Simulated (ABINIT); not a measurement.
The system is InSe.

```xyz
8
Lattice="4.0500 0.0000 0.0000 -2.0250 3.5074 0.0000 0.0000 0.0000 16.9300" Properties=species:S:1:pos:R:3 pbc="T T T"
In    2.0250    1.1691   14.2720
In    0.0000    2.3383    5.8070
In    2.0250    1.1691   11.1230
In    0.0000    2.3383    2.6580
Se    2.0250    1.1691    6.7381
Se    0.0000    2.3383   15.2031
Se    2.0250    1.1691    1.7269
Se    0.0000    2.3383   10.1919
```

| Item | Value |
| --- | --- |
| Program | ABINIT 10.8.3 (patched build) |
| Task | single point |
| Functional | PBE |
| Potentials or basis | JTH PAW PBE v2.0 |
| Cutoff | 599 eV |
| k mesh | 8 × 8 × 2 |
| Occupations | fermi-dirac, width 0.05 eV |
| Spin | no spin polarisation |

On this cell: pressure 7.6 GPa; largest force 2.879 eV/Å; band gap on the k mesh none (metal or under the smearing width).

The same run follows on a disturbed copy (atoms moved at random, drawn with an rms of 0.05 Å):

```xyz
8
Lattice="4.0500 0.0000 0.0000 -2.0250 3.5074 0.0000 0.0000 0.0000 16.9300" Properties=species:S:1:pos:R:3 pbc="T T T"
In    2.0220    1.1148   14.2559
In   -0.0657    2.2677    5.8120
In    2.0271    1.1860   11.1814
In   -0.0062    2.3238    2.6605
Se    2.0294    1.1725    6.6972
Se    0.0558    2.3084   15.1478
Se    1.9868    1.1616    1.7302
Se   -0.0292    2.3362   10.2037
```

Question: What changes?

Answer: The energy (extrapolated to zero smearing) moves by +16.2 meV/atom; pressure 8.1 GPa; largest force 3.396 eV/Å; band gap on the k mesh none (metal or under the smearing width).

Forces on the atoms (eV/Å):
```
In   0.570  0.237 -2.956
In   0.925  0.807 -3.166
In  -0.286 -0.214  2.586
In  -0.321  0.091  2.907
Se  -0.903 -0.789  2.311
Se  -0.609 -0.200  2.232
Se   0.318 -0.093 -2.062
Se   0.307  0.162 -1.854
```

Stress tensor (GPa, compression positive):
```
11.56  0.13 -1.32
 0.13 10.33 -0.53
-1.32 -0.53  2.27
```

Caveats: this functional lacks dispersion, which binds the layers, so the pressure and a relaxed spacing across them are unreliable (some runs); forces of over 1 eV/Å show positions far from the minimum, so gaps and moduli don't describe the material at rest (some runs); the atomic spheres overlap (some runs).
